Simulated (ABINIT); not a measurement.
Here is an ABINIT 10.8.3 (patched build) calculation.

File run.abi:

```
# Pseudopotentials
pp_dirpath "./"
pseudos "Al.upf, O.upf"

# Structure
acell 3*1.0
rprim
     5.2330106871     0.0000000000     0.0000000000
     0.0000000000     5.2330106871     0.0000000000
     0.0000000000     0.0000000000     5.2330106871
ntypat 2
znucl 13 8
natom 2
typat 1 2
chkprim 0
chksymtnons 0
tolsym 1.0e-6
xred
            1/2            1/2            1/2
            0.0            0.0            0.0

# Plane-wave basis
ecut 42.0
ecutsm 0.5

# k points
kptopt 1
ngkpt 8 8 8
nshiftk 1
shiftk 0.0 0.0 0.0

# Exchange and correlation
ixc -120135

# Bands and occupations
nband 9
occopt 3
tsmear 0.05 eV

# SCF cycle
nstep 80
tolvrs 1.0e-12

# Output
iomode 3
prteig 0
prtebands 0
prtwf 0
prtden 0

# Relaxation
ionmov 2
optcell 2
ntime 50
tolmxf 2.0e-5
dilatmx 1.08
```

Potentials or basis: PseudoDojo NC SR PBEsol v0.4.1 standard.

Command:

```bash
$ abinit run.abi > log 2>&1
```

(1) Predict the relaxed volume.

(2) Predict the relaxed cell.

(3) What does it give for the band gap on the k mesh?

Results:

(1) 10.20 Å³/atom.

(2) a = 2.732 Å, b = 2.732 Å, c = 2.732 Å, α = 90.00°, β = 90.00°, γ = 90.00°.

(3) none (metal or under the smearing width).

Caveat: the potentials were made for another functional, which shifts forces and pressure; an odd number of electrons without spin polarisation forces a metal; a magnetic or distorted state may lie lower.
